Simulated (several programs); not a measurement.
## Mg₂Sn (antifluorite) from semi-empirical methods to plane-wave DFT

Mg₂Sn built on the antifluorite prototype, relaxed with r2SCAN in Ansatz, was computed with several methods. Space group Fm-3m (No. 225), cubic; conventional cell a = 6.760 Å, 25.74 Å³ an atom. Around Sn lie 8 Mg at 2.93 Å; around Mg lie 4 Sn at 2.93 Å. The values are computed, spin-unpolarised, and not measurements.

```yaml
crystal:
  lattice:
    - [0.00000, 3.37994, 3.37994]
    - [3.37994, 0.00000, 3.37994]
    - [3.37994, 3.37994, 0.00000]
  atoms:
    - { symbol: Sn, position: [0.00000, 0.00000, 0.00000] }
    - { symbol: Mg, position: [0.25000, 0.25000, 0.25000] }
    - { symbol: Mg, position: [0.75000, 0.75000, 0.75000] }
```

Gaps and times are for a single point on this cell; volume and bulk modulus come from each method's own relaxation or energy curve at fixed shape. Times are rough, from shared hosts (AMD EPYC 9R45 96-Core Processor; Arm Neoverse N1; Arm Neoverse V2), and each method has its own mesh and cell size. PM6 (MOPAC), PM7 (MOPAC), GFN1-xTB (tblite) treat a cluster of cells at its zone centre, which samples few k points: where these miss a band edge, the gap comes out too large for that reason alone. Gaps from k meshes are read at a limited set of points (mesh, symmetry points, PBE's band edges), so each method's own least gap may be somewhat smaller. xTB and the PM methods were fitted mostly to molecules, and can miss a solid's gap by electronvolts. Minimal bases can be far off for gaps. Times of the plane-wave ladder aren't listed, since it ran on unlike processors and cards. d marks a direct gap, i an indirect one (no mark: not told apart), a dash a value that wasn't computed or didn't pass its checks.

```tsv
method	kind	gap (eV)	own volume (Å³/atom)	bulk modulus (GPa)	atoms computed	processor time
PBEsol	semilocal	–	25.58	–	3	–
light PBE (260 eV and a coarse mesh)	light plane-wave	overlap 0.10	–	–	3	0.79 s
LDA	semilocal	overlap 0.19	24.67	–	3	–
PBE	semilocal	overlap 0.15	26.37	41	3	–
GFN1-xTB (tblite)	tight binding	0	26.12	41	cluster	4.2 s
r2SCAN	semilocal	0.19 i	25.74	46	3	–
PM6 (MOPAC)	semi-empirical	1.93	–	–	cluster	5.4 s
PM7 (MOPAC)	semi-empirical	2.74	–	–	cluster	9.5 s
PBE/single zeta (GPAW)	small basis	overlap 0.37	–	–	3	11 s
PBE/SZV (CP2K)	small basis	overlap 1.68	–	–	3	19 s
PBE/DZVP (CP2K)	small basis	overlap 0.44	–	–	3	21 s
PBE+SOC	semilocal	overlap 0.31	–	–	3	–
PBE0	hybrid	0.82 i	–	–	3	–
HSE06	hybrid	0.20 i	25.78	–	3	–
```

Against HSE06 (0.20 eV) and with closed or daggered gaps left aside, the nearest gap at the points sampled is that of r2SCAN (-0.01 eV) and the farthest that of PM7 (MOPAC) (+2.54 eV). HSE06 is only a yardstick of convenience, and nearness to it can be luck.

Volumes against r2SCAN's: PBEsol -0.6 %, LDA -4.2 %, PBE +2.4 %, GFN1-xTB (tblite) +1.5 %, HSE06 +0.1 %.

Runs without a result: GFN2-xTB (tblite) (single point).

With PBE the bands overlap or touch, or nearly. Semilocal functionals can close a real gap, so this doesn't show a metal; small gaps of other methods may in turn close between the points read or with spin-orbit coupling, and the solid may be a semimetal.

Only the rows marked +SOC include spin-orbit coupling.
